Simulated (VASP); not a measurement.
ZnO:

```
CELL_PARAMETERS angstrom
3.23676 0.00000 0.00000
-1.61838 2.80312 0.00000
0.00000 0.00000 5.22386
ATOMIC_POSITIONS crystal
Zn 0.33333 0.66667 0.49998
Zn 0.66667 0.33333 0.99998
O 0.66667 0.33333 0.37903
O 0.33333 0.66667 0.87903
```

Base run:

```yaml
Program: VASP 6.6.1
Functional: HSE06
Potentials_or_basis: VASP PAW PBE potentials, release 64 (Zn, O)
Cutoff: 520 eV
k_mesh: 6 × 6 × 3
Occupations: gaussian, width 0.03 eV
Spin: no spin polarisation
```

Its results: band gap on the k mesh 2.50 eV, direct; pressure 2.3 GPa; largest force 0.012 eV/Å.

Question: The run is repeated on the same cell with these changes: functional from HSE06 to PBE0. What comes out?

Answer: Band gap on the k mesh 3.17 eV, direct; pressure 2.1 GPa; largest force 0.011 eV/Å.

Caveats: the PAW data sets were made with another functional, which shifts forces and pressure a little.
